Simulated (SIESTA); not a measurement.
Crystal: Hf.

```
CELL_PARAMETERS angstrom
-1.80500 1.80500 1.80500
1.80500 -1.80500 1.80500
1.80500 1.80500 -1.80500
ATOMIC_POSITIONS crystal
Hf 0.00000 0.00000 0.00000
```

This isn't the form of Hf at room conditions, which is hcp.

```yaml
Program: SIESTA 5.4.2
Task: relaxation of cell and atoms
Functional: AM05
Potentials_or_basis: PseudoDojo 0.4 standard (PBEsol files)
Basis: DZP (energy shift 0.003 Ry; two zetas on semicore shells)
Grid_cutoff: 800 Ry
Energy_shift: 0.003 Ry
k_mesh: 7 × 7 × 7
Occupations: fermi-dirac, width 0.05 eV
Spin: no spin polarisation
```

At the start: pressure -8.2 GPa; volume 23.52 Å³/atom.

Q: Where does the relaxation end?

A: Over 5 steps the energy falls by 44.4 meV/atom and the volume is 21.78 Å³/atom (-7.4 %); space group Im-3m (No. 229, to 0.05 Å).

Step by step:
```tsv
step	energy change (eV)	largest force (eV/Å)	pressure (GPa)	volume (Å³)
1	0.0000	0.0000	-8.17	23.52
2	-0.0034	0.0000	-7.89	23.45
3	-0.0440	0.0000	0.54	21.69
4	-0.0445	0.0000	-0.18	21.82
5	-0.0444	0.0000	0.06	21.78
```

Final structure:
```cif
data_structure
_symmetry_space_group_name_H-M 'P 1'
_symmetry_Int_Tables_number 1
_cell_length_a 3.0470
_cell_length_b 3.0470
_cell_length_c 3.0470
_cell_angle_alpha 109.471
_cell_angle_beta 109.471
_cell_angle_gamma 109.471
_cell_volume 21.78
loop_
_atom_site_label
_atom_site_type_symbol
_atom_site_fract_x
_atom_site_fract_y
_atom_site_fract_z
_atom_site_occupancy
Hf1 Hf 0.00000 0.00000 0.00000 1
```

Caveat: short orbitals over semicore shells can move pressures by several GPa; the potentials were made for another functional, which shifts forces and pressure; the basis of atomic orbitals isn't converged, which shifts pressures, moduli and gaps.
